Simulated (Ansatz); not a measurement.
K: one input, then a changed one

Structure from Materials Project entry mp-58 (possibly hypothetical), not relaxed further. The listed cell was then made from it by scaling, straining or moving an atom.

First run: DFT, PBE, all-electron LAPW, scalar-relativistic (Ansatz 0.2.0).

Command: `ansatz run input.yaml --threads 1 --pin off --max-ram 2048MiB --backend cpu --events-out ev --progress --plain --runs-dir out` The run took 2 s on 1 thread of Arm Neoverse V1, on a shared host.

```yaml
crystal:
  lattice:
    - [-2.661100554, 2.661100554, 2.661100554]
    - [2.661100554, -2.661100554, 2.661100554]
    - [2.661100554, 2.661100554, -2.661100554]
  atoms:
    - { symbol: K, position: [0.0, 0.0, 0.0] }
kpoints:
  mp_grid: { grid: [10, 10, 10] }
scf:
  occupations: { method: fermi_dirac, width: 0.05 }
hamiltonian:
  xc: pbe
  pseudopotentials: { kind: all_electron, lapw: { basis_error: 0.0005 } }
output:
  forces: true
  stress: true
  eigenvalues: true
```

Result: converged; pressure -0.07 GPa; 7 SCF iterations.

The input is then changed:

```diff
@@ -7,5 +7,5 @@
     - { symbol: K, position: [0.0, 0.0, 0.0] }
 kpoints:
-  mp_grid: { grid: [10, 10, 10] }
+  mp_grid: { grid: [3, 3, 3] }
 scf:
   occupations: { method: fermi_dirac, width: 0.05 }
```

(1) What does the second run give?

Results:

(1) It converged; energy at zero smearing -93.8 meV/atom from the first run; pressure -0.18 GPa; 5 SCF iterations. Some of these settings are too coarse for converged properties.
